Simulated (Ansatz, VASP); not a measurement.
## One calculation of C, two programs

The input INCAR:

```
SYSTEM = C
  ALGO = Normal
  EDIFF = 1E-7
  ENCUT = 520
  GGA = PE
  ISIF = 2
  ISMEAR = 0
  IVDW = 12
  LASPH = .True.
  LCHARG = .False.
  LREAL = .False.
  LWAVE = .False.
  NBANDS = 11
  NELM = 60
  PREC = Accurate
  SIGMA = 0.05
```

File KPOINTS:

```
k-points
0
Gamma
  15 15 15
  0 0 0
```

File POSCAR:

```
C
1.0
    1.2324984681      0.7115833223      3.3613878357
   -1.2324984681      0.7115833223      3.3613878357
    0.0000000000     -1.4231666447      3.3613878357
C
2
Direct
    0.1760162971      0.1760162971      0.1760162971
    0.8239837029      0.8239837029      0.8239837029
```

Input for Ansatz:

```yaml
crystal:
  lattice:
    - [1.2324984681, 0.7115833223, 3.3613878357]
    - [-1.2324984681, 0.7115833223, 3.3613878357]
    - [0.0, -1.4231666447, 3.3613878357]
  atoms:
    - { symbol: C, position: [0.1760162971, 0.1760162971, 0.1760162971] }
    - { symbol: C, position: [0.8239837029, 0.8239837029, 0.8239837029] }
basis:
  ecutwfc: 520.0
kpoints:
  mp_grid: { grid: [15, 15, 15] }
hamiltonian:
  xc: pbe
  dispersion: d3bj
scf:
  occupations: { method: gaussian, width: 0.05 }
output:
  forces: true
  stress: true
  eigenvalues: true
  write_density: true
  write_potential: true
  elf: true
  volumetric_format: npy
```

Change from the starting cell: mode 4 frozen in at +0.095 Å, equal normal strain along x, y and z +0.0000.

Alike in both runs: task single point; functional PBE; dispersion D3(BJ); k mesh 15 × 15 × 15; occupations gaussian, width 0.05 eV; no spin polarisation.

|  | VASP | Ansatz |
| --- | --- | --- |
| version | VASP 6.6.1 | Ansatz 0.2.0 |
| potentials or method | VASP PAW PBE potentials, release 64 (C) | scalar-relativistic, plane waves, PAW |
| plane-wave cutoff (eV) | 520 | 520 |
| valence electrons in the cell | 8 | 8 |

```tsv
	VASP	Ansatz	Ansatz less VASP
gap on the k mesh at the Fermi level (eV)	0.40	0.40	-0.001
least direct gap on the mesh (eV)	0.40	0.40	-0.001
pressure (GPa)	-1.5	-2.0	-0.45
largest component of the traceless stress (GPa)	3.85	3.34	-0.508
rms of the force components (eV/Å)	1.825	1.832	+0.0069
```

Atom by atom the forces differ by 0.007 eV/Å (rms over components).

Caveats: an odd mesh through Γ misses points on the zone boundary, where band edges often lie; forces of over 1 eV/Å show positions far from the minimum, so gaps and moduli don't describe the material at rest.
